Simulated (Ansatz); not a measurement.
Isolated molecules relaxed with PBE0-D4/def2-TZVP in Ansatz; ΔE leaves out vibrations. CCSD(T)/CBS adds triple-zeta CCSD(T) − MP2 to the extrapolated MP2 energy (def2 sets, frozen cores). Functionals use def2-TZVPP. Each species was taken in one conformer, which may not be the lowest.

`N=C(N)BCl` + `CCOCC` → `CCOBCl` + `CCC(=N)N`  (formal exchange of groups at a B–C bond)

(1) Is it downhill or uphill in electronic energy at CCSD(T)/CBS, and by how much? (Estimate.)

(2) What do these levels give: r2SCAN-D4, ωB97X-V, B2PLYP, PBE, r2SCAN, PBE0, MP2/def2-TZVPP, CCSD(T)/def2-TZVPP, HF/def2-QZVPP, MP2/def2-QZVPP, HF/CBS(def2), CCSD/CBS(def2)? (An estimate is asked.)

Largest T1 diagnostic among the species: 0.014.

## Answers

(1) Computed: Downhill: ΔE = -191.1 kJ/mol.

(2) Ansatz gave: r2SCAN-D4 -189.3, ωB97X-V -189.5, B2PLYP -191.5, PBE -181.7, r2SCAN -189.3, PBE0 -188.6, MP2/def2-TZVPP -196.5, CCSD(T)/def2-TZVPP -191.0, HF/def2-QZVPP -202.1, MP2/def2-QZVPP -196.8, HF/CBS(def2) -202.2, CCSD/CBS(def2) -193.6 kJ/mol.

From PBE to PBE0 (25 % exact exchange), in def2-TZVPP and without D4, ΔE moves by −6.9 kJ/mol. In def2-TZVPP, CCSD(T) changes the Hartree–Fock value by +10.5 kJ/mol (the triples alone add +2.6 kJ/mol) and MP2 by +5.0 kJ/mol.
